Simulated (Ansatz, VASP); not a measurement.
One calculation of SiC (Moissanite), two programs

Contents of INCAR:

```
PREC = Accurate
ENCUT = 520
EDIFF = 1E-6
ISMEAR = -1
SIGMA = 0.05
LREAL = F
LASPH = T
NELM = 60
ALGO = Normal
ISIF = 2
LWAVE = F
LCHARG = F
GGA = VW
NBANDS = 16
```

Contents of KPOINTS:

```
regular mesh
0
Gamma
  10 10 5
```

Contents of POSCAR:

```
SiC
1.0
    3.0963714546      0.0000000000      0.0000000000
   -1.5481857273      2.6815363392      0.0000000000
    0.0000000000      0.0000000000      5.0814314379
Si C
2 2
Direct
    0.6666666667      0.3333333333      0.5000000000
    0.3333333333      0.6666666667      0.0000000000
    0.6666666667      0.3333333333      0.8850000000
    0.3333333333      0.6666666667      0.3850000000
```

File input.yaml:

```yaml
crystal:
  lattice:
    - [3.0963714546, 0.0, 0.0]
    - [-1.5481857273, 2.6815363392, 0.0]
    - [0.0, 0.0, 5.0814314379]
  atoms:
    - { symbol: Si, position: [0.6666666667, 0.3333333333, 0.5] }
    - { symbol: Si, position: [0.3333333333, 0.6666666667, 0.0] }
    - { symbol: C, position: [0.6666666667, 0.3333333333, 0.885] }
    - { symbol: C, position: [0.3333333333, 0.6666666667, 0.385] }
hamiltonian:
  xc: { exchange: slater, correlation: vwn5 }
  pseudopotentials: { kind: paw }
kpoints:
  mp_grid: { grid: [10, 10, 5] }
scf:
  occupations: { method: fermi_dirac, width: 0.05 }
output:
  forces: true
  stress: true
  eigenvalues: true
  write_density: true
  write_potential: true
  elf: true
  volumetric_format: npy
```

Alike in both runs: task single point; functional SVWN5; k mesh 10 × 10 × 5; occupations fermi-dirac, width 0.05 eV; no spin polarisation.

|  | VASP | Ansatz |
| --- | --- | --- |
| version | VASP 6.6.1 | Ansatz 0.2.0 |
| potentials or method | VASP PAW PBE potentials, release 64 (Si, C) | Ansatz PAW |
| plane-wave cutoff (eV) | 520 | 420 |
| valence electrons in the cell | 16 | 16 |

Ansatz gave:

```
gap on the k mesh at the Fermi level (eV)       : 2.40
least direct gap on the mesh (eV)               : 3.94
pressure (GPa)                                  : -8.2
largest component of the traceless stress (GPa) : 2.31
rms of the force components (eV/Å)              : 0.405
```

Which values does VASP return?

gap on the k mesh at the Fermi level (eV): 2.40; least direct gap on the mesh (eV): 3.95; pressure (GPa): -7.0; largest component of the traceless stress (GPa): 2.41; rms of the force components (eV/Å): 0.411.

Atom by atom the forces differ by 0.006 eV/Å (rms over components). The functional is the same, so the differences come from potentials, cutoffs and numerics.

Caveats: the PAW data sets were made with another functional, which shifts forces and pressure a little (VASP); an odd mesh through Γ misses points on the zone boundary, where band edges often lie (VASP); odd divisions of the mesh miss points on the zone boundary, where band edges often lie, so the gap on the mesh can be too wide (Ansatz); the pressure holds a Pulay correction of +0.4 GPa for the finite cutoff (Ansatz); the PAW data sets come from PBE, with cores solved anew for the run's functional, which leaves a small shift of forces and pressure (Ansatz).
